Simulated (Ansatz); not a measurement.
Crystal: CuO.

```
Cu O
1.0
     2.55255    0.00000    0.00000
     0.00000    2.55255    0.00000
     0.00000    0.00000    2.55255
Cu O
1 1
Direct
  0.00000 0.00000 0.00000
  0.50000 0.50000 0.50000
```

Measurements of this composition are mostly on another form, of space group No. 15.

```yaml
Program: Ansatz 0.2.0
Task: single point
Functional: PBE
Potentials_or_basis: Ansatz PAW
Cutoff: "420 eV (not typed: the program's choice for these potentials)"
k_mesh: 10 × 10 × 10
Occupations: fermi-dirac, width 0.05 eV
Spin: no spin polarisation
```

On this cell: pressure 20.8 GPa; largest force zero by symmetry; band gap on the k mesh none (metal or under the smearing width).

The same run follows on a disturbed copy (atoms moved at random, drawn with an rms of 0.05 Å):

```
Cu O
1.0
     2.55255    0.00000    0.00000
     0.00000    2.55255    0.00000
     0.00000    0.00000    2.55255
Cu O
1 1
Direct
  0.01289 0.00275 0.99633
  0.48376 0.50227 0.50036
```

Q: What does the disturbed cell give?

A: The energy (extrapolated to zero smearing) moves by +3.6 meV/atom; pressure 21.4 GPa; largest force 0.182 eV/Å; band gap on the k mesh none (metal or under the smearing width).

Forces on the atoms (eV/Å):
```
Cu  -0.180 -0.003  0.027
O    0.180  0.003 -0.027
```

Stress tensor (GPa, compression positive):
```
21.23  0.00 -0.04
 0.00 21.44  0.00
-0.04  0.00 21.44
```

Caveats: an odd number of electrons without spin polarisation forces a metal; a magnetic or distorted state may lie lower; the run has no spin polarisation, though such a crystal can be magnetic; semilocal functionals often make such compounds metallic where correlation or magnetic order opens a gap, which also shifts bond lengths; so large a pressure means that the cell lies far from this level's equilibrium, or that cutoff or potentials fall short (some runs).
